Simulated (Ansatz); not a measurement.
# GaP (F-43m) in Ansatz: reference runs

Aim: a first look at GaP with PBE, on the cell as given and on a disturbed one.

Program: Ansatz 0.2.0. These are calculated values, not measurements. Logs are shortened: lines on timing, memory, paths and dates and some standing lists are left out, and cuts for length are marked.

**The experiment to reproduce.**

“Stacking defects in GaP nanowires: Electronic structure and optical properties”, 2018, arxiv:1810.01194 quotes, for a bulk crystal of GaP at 10 K: band gap 2.34 eV (indirect).

The runs below are set against these values where they give the same quantity.

### Step 1. Starting point

It takes space group F-43m (No. 216, cubic). Conventional cell: a = 5.451 Å, b = 5.451 Å, c = 5.451 Å, α = 90.00°, β = 90.00°, γ = 90.00°. Ga (site symmetry -43m) is surrounded by 4 P at 2.36 Å. P (site symmetry -43m) is surrounded by 4 Ga at 2.36 Å.

### Step 2. Single point, PBE

Contents of input.yaml:

```yaml
crystal:
  lattice:
    - [0.0, 2.72525, 2.72525]
    - [2.72525, 0.0, 2.72525]
    - [2.72525, 2.72525, 0.0]
  atoms:
    - { symbol: Ga, position: [0.0, 0.0, 0.0] }
    - { symbol: P, position: [0.75, 0.75, 0.75] }
hamiltonian:
  xc: pbe
  pseudopotentials: { kind: paw }
kpoints:
  mp_grid: { grid: [8, 8, 8] }
scf:
  occupations: { method: fermi_dirac, width: 0.05 }
output:
  forces: true
  stress: true
  eigenvalues: true
```

Potentials or basis: Ansatz PAW.

Run with:

```sh
> ansatz run input.yaml --threads 1 --pin off --max-ram 2560MiB --backend cpu --events-out ev --progress --plain --runs-dir out
```

The log of the run:

```text
Warning: RAYON_NUM_THREADS=1 ignored (pool sized by the plan → 1); use --threads N
Engine: ansatz 0.2.0, x86_64-unknown-linux-gnu
Pseudopotentials: kind: paw
Pseudopotential: Ga, paw, valence charge 13, recommended cutoff 420 eV (normal), Ga.paw.azcp
Pseudopotential: P, paw, valence charge 5, recommended cutoff 420 eV (normal), P.paw.azcp
Functional definition: PBE
  parameter kappa = 0.804
  parameter beta = 0.06672455060314922
  exchange = pbe_x(kappa = kappa, mu = beta*pi^2/3)
  correlation = pbe_c(beta = beta)
Crystal: 2 atoms, lattice volume = 40.481 Å³
Basis set: ecut = 420 eV, 749 PW (Γ), exchange–correlation on 54×54×54 points (8 copies of the dense FFT grid, shifted against one another)
Bands: 13, of which v1, the nominal top of the filled ones, is band 9 counted from 1 (8 counted from 0)
Symmetry: 24 space group operations
Space group: F-43m (ITA 216), of the structure as read, at distance tolerance 3.4e-5 Å
k-points: 29 of 512 (time reversal used)
Non-local potential: Ga, projectors of the file, l = 0: 2, l = 1: 2, l = 2: 3, l = 3: 1
Non-local potential: P, projectors of the file, l = 0: 2, l = 1: 2, l = 2: 2
PAW form: soft (Blöchl's): semilocal exchange-correlation on the pseudo side does not see the compensation charge
PAW one-centre angular grid: Ga, 590 points (default); XC on 64 Gauss nodes
PAW one-centre angular grid: P, 110 points (default); XC on 64 Gauss nodes
Initial density: superposition of atomic densities (neutral atoms: chi_scale 0, normalization atom), corrected by the library's trained network
Initial wavefunctions: pseudopotential atomic-orbital guess
Functional: x = pbe(κ = 0.804, μ = 0.2195149727645171), c = pbe(β = 0.06672455060314922)
SCF iter   1: F=—  HF=-4539.548918 eV  |F-HF|=—  |Δ(HF+E_count)|=         —  Δρ=1.57e-3  dr2=1.33e-3  ethr=1.77e-3  ⟨swp⟩=6.2  Hψ=2506  notcnv=0
preconditioner: auto → none  [insulator: Δε(μ)=1.630 eV  Ē_g=15.513 eV  σ=0.050 eV  W_gap=1.00  n_scr=14 (ndim 8)  ℏωp=24.8 eV  f_vac=0.011  D(μ)=0.00/eV (n_scr^D=0)  ε∞_Penn≈3.5]
SCF iter   2: F=—  HF=-4539.548048 eV  |F-HF|=—  |Δ(HF+E_count)|=   8.70e-4  Δρ=1.30e-3  dr2=4.64e-4  ethr=7.41e-6  ⟨swp⟩=2.3  Hψ=923  notcnv=0
SCF iter   3: F=—  HF=-4539.547845 eV  |F-HF|=—  |Δ(HF+E_count)|=   2.03e-4  Δρ=4.33e-4  dr2=5.79e-5  ethr=2.58e-6  ⟨swp⟩=2.2  Hψ=613  notcnv=0
SCF iter   4: F=—  HF=-4539.547891 eV  |F-HF|=—  |Δ(HF+E_count)|=   4.60e-5  Δρ=1.28e-4  dr2=4.36e-6  ethr=3.22e-7  ⟨swp⟩=2.0  Hψ=644  notcnv=0
SCF iter   5: F=—  HF=-4539.547891 eV  |F-HF|=—  |Δ(HF+E_count)|=   7.85e-8  Δρ=3.16e-5  dr2=4.33e-7  ethr=2.42e-8  ⟨swp⟩=2.0  Hψ=637  notcnv=0
SCF iter   6: F=-4539.547891 eV  HF=-4539.547891 eV  |F-HF|=2.18e-8  |Δ(HF+E_count)|=   4.56e-7  Δρ=1.08e-5  dr2=2.88e-8  ethr=5.56e-10  ⟨swp⟩=7.0  Hψ=2021  notcnv=0
SCF 1 converged in 6 iterations: F = -4539.547891 eV  dr2 = 2.88e-8
SCF converged after 6 iterations
Free energy (F): -4539.547891 eV
Harris-Foulkes:  -4539.547891 eV  (|F-HF|=2.18e-8)
Internal energy: -4539.547891 eV  (E = F + TS)
E sigma→0 (E₀):  -4539.547891 eV
Fermi energy:    7.876229 eV
--- Per-component energies (eV) ---
  E_band       = -58.220065
  E_kinetic    = 186.315147
  E_local      = -2200.454362  (includes V_loc(G=0)·N_el)
  E_nonlocal   = 458.831762
  E_hartree    = 1017.548678
  E_xc         = -130.787459
  E_vxc        = -119.039701  (∫ρ·V_xc dr)
  E_paw        = -2558.356611  (= ΣΔE_a)
  E_vpaw       = -418.962779  (= ΣTr[D̂ρ^β])
  E_aug_tail   = -0.000104  (compensation charges beyond the density's cutoff)
  E_ewald      = -1312.644944
  E_smearing   = -0.000000  (= −TS)
  E_closure    = 0.000000  (closes the sum)
  Σ components = -4539.547891   (vs F -4539.547891, Δ=0.00e0)
--- Forces (eV/Å), atoms counted from 1 ---
  atom   1  Ga    -0.00000000     0.00000000     0.00000000
  atom   2  P      0.00000000    -0.00000000     0.00000000
  max |Σ_I F_I| component: 5.78e-17 eV/Å
--- Stress (GPa, compression-positive) ---
        2.505251      -0.000000      -0.000000
       -0.000000       2.505251       0.000000
       -0.000000       0.000000       2.505251
  P = ⅓ Tr σ = 2.5053 GPa (25.053 kbar)
--- Band table (eV; the first three rows and the last of 29) ---
  k-point 0: bands = ["-7.4455", "-7.4455", "-7.4455", "-7.3458", "-7.3458", "-5.4064", "7.0859", "7.0859", "7.0859", "8.9143", "10.9710", "10.9710", "10.9710"]
  k-point 1: bands = ["-7.4594", "-7.4408", "-7.4408", "-7.3459", "-7.3459", "-5.2039", "5.4583", "6.8561", "6.8561", "9.5376", "11.3201", "11.3201", "11.5529"]
  k-point 2: bands = ["-7.4900", "-7.4307", "-7.4307", "-7.3446", "-7.3446", "-4.6303", "3.2111", "6.4234", "6.4234", "9.2434", "11.8254", "11.8254", "13.4328"]
  k-point 28: bands = ["-7.5449", "-7.4067", "-7.3856", "-7.3610", "-7.3371", "-2.3485", "0.5382", "3.5112", "3.6661", "11.7870", "11.9484", "13.1883", "13.2302"]
```

It took 1.8 s on 1 thread of INTEL XEON PLATINUM 8581C at 2.30GHz (Emerald Rapids), shared host; peak memory 0.34 GiB.

Results:

```yaml
Free_energy: -4539.5479 eV
Pressure: 2.5 GPa
Band_gap_on_the_k_mesh: 1.64 eV, indirect (least direct gap 1.83 eV)
```

### Step 3. Single point, PBE (atoms moved at random, drawn with an rms of 0.05 Å)

input.yaml: that of step 2 with these lines changed.

```diff
@@ -6,4 +6,4 @@
   atoms:
-    - { symbol: Ga, position: [0.0, 0.0, 0.0] }
-    - { symbol: P, position: [0.75, 0.75, 0.75] }
+    - { symbol: Ga, position: [-0.001386, -0.015723, 0.017407] }
+    - { symbol: P, position: [0.747624, 0.747128, 0.752814] }
 hamiltonian:
@@ -19 +19,5 @@
   eigenvalues: true
+  write_density: true
+  write_potential: true
+  elf: true
+  volumetric_format: npy
```

Potentials or basis: Ansatz PAW.

Run with:

```sh
> ansatz run input.yaml --threads 1 --pin off --max-ram 2560MiB --backend cpu --events-out ev --progress --plain --runs-dir out
```

The log of the run:

```text
Warning: RAYON_NUM_THREADS=1 ignored (pool sized by the plan → 1); use --threads N
[... 9 set-up lines as earlier in the session ...]
Crystal: 2 atoms, lattice volume = 40.481 Å³
Basis set: ecut = 420 eV, 749 PW (Γ), exchange–correlation on 54×54×54 points (8 copies of the dense FFT grid, shifted against one another)
Bands: 13, of which v1, the nominal top of the filled ones, is band 9 counted from 1 (8 counted from 0)
Symmetry: 1 space group operations
Space group: P1 (ITA 1), of the structure as read, at distance tolerance 3.4e-5 Å
k-points: 260 of 512 (time reversal used)
[... 8 set-up lines as earlier in the session ...]
SCF iter   1: F=—  HF=-4539.534248 eV  |F-HF|=—  |Δ(HF+E_count)|=         —  Δρ=1.55e-3  dr2=1.30e-3  ethr=1.77e-3  ⟨swp⟩=6.2  Hψ=22332  notcnv=0
preconditioner: auto → none  [insulator: Δε(μ)=1.436 eV  Ē_g=15.515 eV  σ=0.050 eV  W_gap=1.00  n_scr=14 (ndim 8)  ℏωp=24.8 eV  f_vac=0.012  D(μ)=0.00/eV (n_scr^D=0)  ε∞_Penn≈3.5]
SCF iter   2: F=—  HF=-4539.533350 eV  |F-HF|=—  |Δ(HF+E_count)|=   8.98e-4  Δρ=1.29e-3  dr2=4.53e-4  ethr=7.25e-6  ⟨swp⟩=2.3  Hψ=8332  notcnv=0
SCF iter   3: F=—  HF=-4539.533153 eV  |F-HF|=—  |Δ(HF+E_count)|=   1.97e-4  Δρ=4.29e-4  dr2=5.64e-5  ethr=2.52e-6  ⟨swp⟩=2.2  Hψ=5457  notcnv=0
SCF iter   4: F=—  HF=-4539.533198 eV  |F-HF|=—  |Δ(HF+E_count)|=   4.43e-5  Δρ=1.24e-4  dr2=4.16e-6  ethr=3.13e-7  ⟨swp⟩=2.0  Hψ=5754  notcnv=0
SCF iter   5: F=—  HF=-4539.533198 eV  |F-HF|=—  |Δ(HF+E_count)|=   1.96e-7  Δρ=3.09e-5  dr2=4.08e-7  ethr=2.31e-8  ⟨swp⟩=2.0  Hψ=5727  notcnv=0
SCF iter   6: F=-4539.533198 eV  HF=-4539.533198 eV  |F-HF|=1.88e-8  |Δ(HF+E_count)|=   4.59e-7  Δρ=1.09e-5  dr2=2.88e-8  ethr=5.56e-10  ⟨swp⟩=11.0  Hψ=25980  notcnv=0
SCF 1 converged in 6 iterations: F = -4539.533198 eV  dr2 = 2.88e-8
SCF converged after 6 iterations
Free energy (F): -4539.533198 eV
Harris-Foulkes:  -4539.533198 eV  (|F-HF|=1.88e-8)
Internal energy: -4539.533198 eV  (E = F + TS)
E sigma→0 (E₀):  -4539.533198 eV
Fermi energy:    7.912679 eV
--- Per-component energies (eV) ---
  E_band       = -58.291129
  E_kinetic    = 186.334084
  E_local      = -2200.646648  (includes V_loc(G=0)·N_el)
  E_nonlocal   = 458.828039
  E_hartree    = 1017.591515
  E_xc         = -130.796438
  E_vxc        = -119.050128  (∫ρ·V_xc dr)
  E_paw        = -2558.339878  (= ΣΔE_a)
  E_vpaw       = -418.931915  (= ΣTr[D̂ρ^β])
  E_aug_tail   = -0.000105  (compensation charges beyond the density's cutoff)
  E_ewald      = -1312.503767
  E_smearing   = -0.000000  (= −TS)
  E_closure    = -0.000000  (closes the sum)
  Σ components = -4539.533198   (vs F -4539.533198, Δ=0.00e0)
--- Forces (eV/Å), atoms counted from 1 ---
  atom   1  Ga    -0.09057338    -0.43338644     0.33313379
  atom   2  P      0.09057371     0.43339028    -0.33313710
  max |Σ_I F_I| component: 3.84e-6 eV/Å
--- Stress (GPa, compression-positive) ---
        2.650964       1.031088      -1.342903
        1.031088       2.569283      -0.274482
       -1.342903      -0.274482       2.603898
  P = ⅓ Tr σ = 2.6080 GPa (26.080 kbar)
--- Band table (eV; the first three rows and the last of 260) ---
  k-point 0: bands = ["-7.4621", "-7.4509", "-7.4455", "-7.3521", "-7.3520", "-5.4060", "6.9124", "7.1027", "7.2342", "8.9137", "10.8918", "10.9559", "11.0759"]
  k-point 1: bands = ["-7.4751", "-7.4456", "-7.4404", "-7.3524", "-7.3522", "-5.2023", "5.3256", "6.8542", "6.9829", "9.5894", "11.2590", "11.3468", "11.5712"]
  k-point 2: bands = ["-7.5034", "-7.4342", "-7.4299", "-7.3514", "-7.3511", "-4.6217", "3.0818", "6.3949", "6.5286", "9.3312", "11.7924", "11.9444", "13.4106"]
  k-point 259: bands = ["-7.5353", "-7.4315", "-7.4247", "-7.3452", "-7.3439", "-3.3538", "0.4854", "5.8241", "6.1075", "8.7405", "11.5924", "11.9823", "15.3506"]
```

It took 9.1 s on 1 thread of INTEL XEON PLATINUM 8581C at 2.30GHz (Emerald Rapids), shared host; peak memory 0.46 GiB.

Results:

| Item | Value |
| --- | --- |
| Free energy | -4539.5332 eV |
| Pressure | 2.6 GPa |
| Largest force | 0.554 eV/Å |
| Band gap on the k mesh | 1.45 eV, indirect (least direct gap 1.68 eV) |

Forces in eV/Å, atoms in the order of the input:
```
Ga  -0.091 -0.433  0.333
P    0.091  0.433 -0.333
```

A k mesh can miss the band edges.

### Step 4. Comparison with measurements

Step 2. Against the measured gap of GaP, 2.34 eV (indirect; 10 K; quoted in “Stacking defects in GaP nanowires: Electronic structure and optical properties”, 2018, arxiv:1810.01194), the calculated 1.64 eV is off by -0.70 eV. Spin-orbit coupling on Ga is left out. The value is that of PBE on a finite k mesh, which can miss the band edges, without temperature or zero-point motion. Semilocal functionals fall short of measured gaps as a rule.
